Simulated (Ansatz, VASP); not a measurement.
# Two plane-wave programs on PbSe

```
Pb Se
1.0
     0.00000    2.96800    2.96800
     2.96800    0.00000    2.96800
     2.96800    2.96800    0.00000
Pb Se
1 1
Direct
  0.50000 0.50000 0.50000
  0.00000 0.00000 0.00000
```

Alike in both runs: task single point; functional PBEsol; dispersion D3(BJ); k mesh 6 × 6 × 6; occupations gaussian, width 0.05 eV; no spin polarisation.

|  | VASP | Ansatz |
| --- | --- | --- |
| version | VASP 6.6.1 | Ansatz 0.2.0 |
| potentials or method | VASP PAW PBE potentials, release 64 (Pb_d, Se) | scalar-relativistic, plane waves, PAW |
| plane-wave cutoff (eV) | 520 | 420 |
| valence electrons in the cell | 20 | 30 |

```tsv
	VASP	Ansatz	Ansatz less VASP
gap on the k mesh at the Fermi level (eV)	0.14	0.14	+0.004
least direct gap on the mesh (eV)	0.14	0.14	+0.004
pressure (GPa)	2.4	2.3	-0.02
dispersion energy (meV/atom)	-393.3	-393.5	-0.12
```

The two sets of potentials don't hold the same shells in valence.

Caveats: the PAW data sets were made with another functional, which shifts forces and pressure a little (VASP); spin-orbit coupling is left out, which as a rule narrows the gap of such compounds by several tenths of an eV.
